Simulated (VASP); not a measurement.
**BaHfO3 (strained cubic perovskite): a PBE single-point calculation in VASP**

INCAR

```
NELM = 120
EDIFF = 1E-7
ISMEAR = -1
LREAL = .FALSE.
IBRION = -1
ENCUT = 520
LELF = .TRUE.
ISIF = 2
GGA = PE
LASPH = .TRUE.
PREC = Accurate
LWAVE = .FALSE.
NSW = 0
NBANDS = 27
SIGMA = 0.02
LCHARG = .TRUE.
```

KPOINTS

```
KPOINTS created by Atomic Simulation Environment
0
Gamma
6 6 6
0 0 0
```

KPOINTS_OPT

```
special points
4
Reciprocal
0.0000000000 0.0000000000 0.0000000000 1
0.0000000000 0.5000000000 0.0000000000 1
0.5000000000 0.5000000000 0.0000000000 1
0.5000000000 0.5000000000 0.5000000000 1
```

POSCAR

```
Ba Hf O
 1.0000000000000000
     4.2605999463000002    0.0000000000000000    0.0000000000000000
     0.0000000000000000    4.2605999463000002    0.0000000000000000
     0.0000000000000000    0.0000000000000000    4.1371586306000001
 Ba  Hf  O
   1   1   3
Cartesian
  0.0000000000000000  0.0000000000000000  0.0000000000000000
  2.1302999731499996  2.1302999731499996  2.0685793153000001
  2.1302999731499996  2.1302999731499996  0.0000000000000000
  2.1302999731499996  0.0000000000000000  2.0685793153000001
  0.0000000000000000  2.1302999731499996  2.0685793153000001
```

VASP ran with the recommended PBE PAW datasets (38 valence electrons in the cell).

Command

```
mpirun -np 1 vasp_std
```

From OUTCAR

```
k-points           NKPTS =     40   k-points in BZ     NKDIM =     40   number of bands    NBANDS=     27

   NELECT =      38.0000    total number of electrons

   dimension x,y,z NGX =    32 NGY =   32 NGZ =   32
   dimension x,y,z NGXF=    64 NGYF=   64 NGZF=   64

  energy-cutoff  :      520.00
  volume of cell :       75.10
      direct lattice vectors                 reciprocal lattice vectors
     4.260599946  0.000000000  0.000000000     0.234708729  0.000000000  0.000000000
     0.000000000  4.260599946  0.000000000     0.000000000  0.234708729  0.000000000
     0.000000000  0.000000000  4.137158631     0.000000000  0.000000000  0.241711786

 k-points in reciprocal lattice and weights: KPOINTS created by Atomic Simulation Env
   0.00000000  0.00000000  0.00000000       0.005
   0.16666667  0.00000000  0.00000000       0.019
   0.33333333  0.00000000  0.00000000       0.019
   0.50000000  0.00000000  0.00000000       0.009
   0.16666667  0.16666667  0.00000000       0.019
   0.33333333  0.16666667  0.00000000       0.037
   0.50000000  0.16666667  0.00000000       0.019
   0.33333333  0.33333333  0.00000000       0.019
   ...

 E-fermi :   2.7817

 k-point     1 :       0.0000    0.0000    0.0000
  band No.  band energies     occupation
      1     -26.7008      2.00000
      2     -26.6890      2.00000
      3     -26.6890      2.00000
      4     -23.0848      2.00000
      5     -14.3639      2.00000
      6     -13.8405      2.00000
      7     -13.7254      2.00000
      8      -8.2427      2.00000
      9      -8.2427      2.00000
     10      -8.1789      2.00000
     11       0.5042      2.00000
     12       0.5042      2.00000
     13       0.6548      2.00000
     14       1.3090      2.00000
     15       1.3090      2.00000
     16       1.4005      2.00000
     17       2.0023      2.00000
     18       2.0023      2.00000
     19       2.0573      2.00000
     20       5.6839      0.00000
     21       5.8390      0.00000
     22       5.8390      0.00000
     23       6.8037      0.00000
     24       7.0423      0.00000
     25       7.7777      0.00000
     26      10.2096      0.00000
     27      10.6454      0.00000

 k-point     2 :       0.1667    0.0000    0.0000
  band No.  band energies     occupation
      1     -26.7143      2.00000
      2     -26.7001      2.00000
      3     -26.6883      2.00000
      4     -23.0705      2.00000
      5     -14.3657      2.00000
      6     -13.8108      2.00000
      7     -13.6348      2.00000
      8      -8.2270      2.00000
      9      -8.1891      2.00000
     10      -8.1623      2.00000
     11       0.0764      2.00000
     12       0.4307      2.00000
     13       0.5965      2.00000
     14       1.1054      2.00000
     15       1.1190      2.00000
     16       1.1764      2.00000
     17       1.3984      2.00000
     18       1.8987      2.00000
     19       1.9537      2.00000
     20       5.9444      0.00000
     21       6.2763      0.00000
     22       6.4163      0.00000
     23       7.2072      0.00000
     24       7.4554      0.00000
     25       8.3803      0.00000
     26      10.4792      0.00000
     27      10.5300      0.00000

 k-point     3 :       0.3333    0.0000    0.0000
  band No.  band energies     occupation
      1     -26.7639      2.00000
      2     -26.6986      2.00000
      3     -26.6868      2.00000
      4     -23.0421      2.00000
      5     -14.4209      2.00000
      6     -13.8006      2.00000
      7     -13.3281      2.00000
      8      -8.1951      2.00000
      9      -8.1288      2.00000
     10      -8.0828      2.00000
     11      -0.9520      2.00000
     12       0.2469      2.00000
     13       0.4418      2.00000
     14       0.6786      2.00000
     15       0.7936      2.00000
     16       0.8163      2.00000
     17       0.8323      2.00000
     18       1.7583      2.00000
     19       1.8019      2.00000
     20       6.1896      0.00000
     21       7.5096      0.00000
     22       7.6080      0.00000
     23       8.0503      0.00000
     24       8.3404      0.00000
     25       9.6533      0.00000
     26       9.9113      0.00000
     27      10.6856      0.00000

 k-point     4 :       0.5000    0.0000    0.0000
  band No.  band energies     occupation
      1     -26.7883      2.00000
      2     -26.6979      2.00000
      3     -26.6860      2.00000
      4     -23.0279      2.00000
      5     -14.4607      2.00000
      6     -13.7985      2.00000
      7     -13.1447      2.00000
      8      -8.1790      2.00000
      9      -8.1118      2.00000
     10      -8.0299      2.00000
     11      -1.4877      2.00000
     12       0.1394      2.00000
     13       0.3421      2.00000
     14       0.4506      2.00000
     15       0.6679      2.00000
     16       0.6760      2.00000
     17       0.7056      2.00000
     18       1.7054      2.00000
     19       1.7425      2.00000
     20       6.3372      0.00000
     21       8.2724      0.00000
     22       8.3175      0.00000
     23       8.5026      0.00000
     24       8.8470      0.00000
     25       9.5952      0.00000
     26      10.2197      0.00000
     27      10.5104      0.00000

 k-point     5 :       0.1667    0.1667    0.0000
  band No.  band energies     occupation
      1     -26.7142      2.00000
      2     -26.7122      2.00000
      3     -26.6993      2.00000
      4     -23.0583      2.00000
      5     -14.3403      2.00000
      6     -13.7242      2.00000
      7     -13.6194      2.00000
      8      -8.2461      2.00000
      9      -8.1438      2.00000
     10      -8.1362      2.00000
     11      -0.1403      2.00000
     12       0.2027      2.00000
     13       0.5434      2.00000
     14       0.5816      2.00000
     15       0.9753      2.00000
     16       1.1420      2.00000
     17       1.2897      2.00000
     18       1.7017      2.00000
     19       1.8241      2.00000
     20       6.4875      0.00000
     21       6.5220      0.00000
     22       6.5671      0.00000
     23       7.6873      0.00000
     24       7.8829      0.00000
     25       8.8366      0.00000
     26      10.4347      0.00000
     27      10.9036      0.00000

 k-point     6 :       0.3333    0.1667    0.0000
  band No.  band energies     occupation
      1     -26.7623      2.00000
      2     -26.7111      2.00000
      3     -26.6979      2.00000
      4     -23.0340      2.00000
      5     -14.3482      2.00000
      6     -13.6979      2.00000
      7     -13.3584      2.00000
      8      -8.2241      2.00000
      9      -8.1061      2.00000
     10      -8.0918      2.00000
     11      -1.0042      2.00000
     12      -0.1399      2.00000
     13       0.0590      2.00000
     14       0.3929      2.00000
     15       0.6548      2.00000
     16       0.8121      2.00000
     17       1.2514      2.00000
     18       1.5956      2.00000
     19       1.6406      2.00000
     20       6.7095      0.00000
     21       7.4742      0.00000
     22       7.6474      0.00000
     23       8.5517      0.00000
     24       8.8003      0.00000
     25       9.7250      0.00000
     26      10.1412      0.00000
     27      10.9108      0.00000

 k-point     7 :       0.5000    0.1667    0.0000
  band No.  band energies     occupation
      1     -26.7864      2.00000
      2     -26.7101      2.00000
      3     -26.6972      2.00000
      4     -23.0219      2.00000
      5     -14.3689      2.00000
      6     -13.7019      2.00000
      7     -13.1800      2.00000
      8      -8.1976      2.00000
      9      -8.0869      2.00000
     10      -8.0857      2.00000
     11      -1.5249      2.00000
     12      -0.3382      2.00000
     13      -0.0461      2.00000
     14       0.2876      2.00000
     15       0.5390      2.00000
     16       0.7307      2.00000
     17       1.2504      2.00000
     18       1.4927      2.00000
     19       1.5723      2.00000
     20       6.8300      0.00000
     21       8.1752      0.00000
     22       8.2788      0.00000
     23       8.9859      0.00000
     24       9.3230      0.00000
     25       9.7894      0.00000
     26      10.0641      0.00000
     27      10.8861      0.00000

 ...

  Total       -1.8696777     -1.8696777      1.2896220      0.0000000     -0.0000000      0.0000000
  in kB      -39.8872075    -39.8872075     27.5124535      0.0000000     -0.0000000      0.0000000
  external PRESSURE =     -17.4206538 kB  Pullay stress =       0.0000000 kB

 POSITION                                       TOTAL-FORCE (eV/Angst)
 -----------------------------------------------------------------------------------
      0.00000      0.00000      0.00000         0.000000      0.000000      0.000000
      2.13030      2.13030      2.06858         0.000000      0.000000      0.000000
      2.13030      2.13030      0.00000         0.000000      0.000000      0.000000
      2.13030      0.00000      2.06858         0.000000      0.000000      0.000000
      0.00000      2.13030      2.06858         0.000000      0.000000      0.000000
 -----------------------------------------------------------------------------------
    total drift:                                0.000000     -0.000000     -0.000000

  FREE ENERGIE OF THE ION-ELECTRON SYSTEM (eV)
  ---------------------------------------------------
  free  energy   TOTEN  =       -43.5228359464 eV

  energy  without entropy=      -43.5228359464  energy(sigma->0) =      -43.52283595
```

The gap between bands v and c is 3.40 eV and the least direct gap is 3.63 eV. The pressure is -1.7 GPa.

Band v is the last that the valence electrons fill when counted band by band, and c is the next.

The run took about 68 s on one core of a shared host (Intel Xeon Platinum 8488C) and held 0.26 GiB at most.
